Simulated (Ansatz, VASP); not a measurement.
One calculation of Rh, two programs

File INCAR:

```
SYSTEM = Rh
PREC     = Accurate       ! precision mode
ENCUT    = 520            ! plane-wave cutoff, eV
EDIFF    = 1E-7           ! SCF threshold, eV
ISMEAR   = -1             ! smearing method
SIGMA    = 0.05           ! smearing width, eV
LREAL    = .FALSE.        ! projectors in reciprocal space
LASPH    = .TRUE.         ! aspherical terms in the spheres
NELM     = 60             ! most SCF steps
ALGO     = Normal         ! electronic algorithm
ISIF     = 2              ! what is computed and relaxed
LWAVE    = .FALSE.        ! write WAVECAR
LCHARG   = .FALSE.        ! write CHGCAR
GGA      = PE             ! functional
NBANDS   = 14             ! bands
```

KPOINTS

```
Automatic mesh
0
G
  12 12 12
  0 0 0
```

File POSCAR:

```
Rh
1.0
    0.0000000000      1.8851123679      1.8851123679
    1.8851123679      0.0000000000      1.8851123679
    1.8851123679      1.8851123679      0.0000000000
Rh
1
Direct
    0.0000000000      0.0000000000      0.0000000000
```

Contents of input.yaml:

```yaml
crystal:
  lattice:
    - [0.0, 1.8851123679, 1.8851123679]
    - [1.8851123679, 0.0, 1.8851123679]
    - [1.8851123679, 1.8851123679, 0.0]
  atoms:
    - { symbol: Rh, position: [0.0, 0.0, 0.0] }
hamiltonian:
  xc: pbe
  pseudopotentials: { kind: paw }
kpoints:
  mp_grid: { grid: [12, 12, 12] }
scf:
  occupations: { method: fermi_dirac, width: 0.05 }
output:
  forces: true
  stress: true
  eigenvalues: true
  write_density: true
  write_potential: true
  elf: true
  volumetric_format: npy
```

Change from the starting cell: volume scaled by 0.98.

Alike in both runs: task single point; functional PBE; k mesh 12 × 12 × 12; occupations fermi-dirac, width 0.05 eV; no spin polarisation.

|  | VASP | Ansatz |
| --- | --- | --- |
| version | VASP 6.6.1 | Ansatz 0.2.0 |
| potentials or method | VASP PAW PBE potentials, release 64 (Rh_pv) | Ansatz PAW |
| plane-wave cutoff (eV) | 520 | 420 |
| valence electrons in the cell | 15 | 17 |

|  | VASP | Ansatz | Ansatz less VASP |
| --- | --- | --- | --- |
| gap on the k mesh at the Fermi level (eV) | none | none | - |
| pressure (GPa) | 13.6 | 13.5 | -0.05 |

A gap of «none» marks a metal or a gap that the smearing closes. With one functional, cell and mesh, what is left measures potentials, basis and numerics. The two sets of potentials don't hold the same shells in valence.
